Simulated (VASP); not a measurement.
Ta, 1 atom in the cell. The structure is cubic, space group Im-3m (No. 229). Conventional cell: a = 3.303 Å, b = 3.303 Å, c = 3.303 Å, α = 90.00°, β = 90.00°, γ = 90.00°. Ta (site symmetry m-3m) has 8 Ta at 2.86 Å as nearest neighbours. 

```yaml
Program: VASP 6.6.1
Task: relaxation of cell and atoms
Functional: PBEsol
Potentials_or_basis: VASP PAW PBE potentials, release 64 (Ta_pv)
Cutoff: 600 eV
k_mesh: 23 × 23 × 23
Occupations: fermi-dirac, width 0.05 eV
Spin: no spin polarisation
Target_pressure: 10.6 GPa
P_gpa: 10.6
Further_INCAR_settings: ALGO = Normal; EDIFF = 1e-06; IBRION = 2; EDIFFG = -0.005; NSW = 60; ISIF = 3
Target_pressure: 10.6 GPa
```

Potentials or basis: VASP PAW PBE potentials, release 64 (Ta_pv).

Run with:

```sh
$ cat potpaw_PBE.64/Ta_pv/POTCAR > POTCAR
$ mpirun -np 1 vasp_std > vasp.out
```

Hardware: 1 thread of Intel(R) Xeon(R) 6975P-C (Granite Rapids) (shared host).

Question: Estimate the wall time of this run.

Answer: It took 60 s on 1 thread of Intel(R) Xeon(R) 6975P-C (Granite Rapids), with other jobs on the host, peak memory 0.22 GiB. Counts: scf iterations 42, k points 364, ion steps 7.
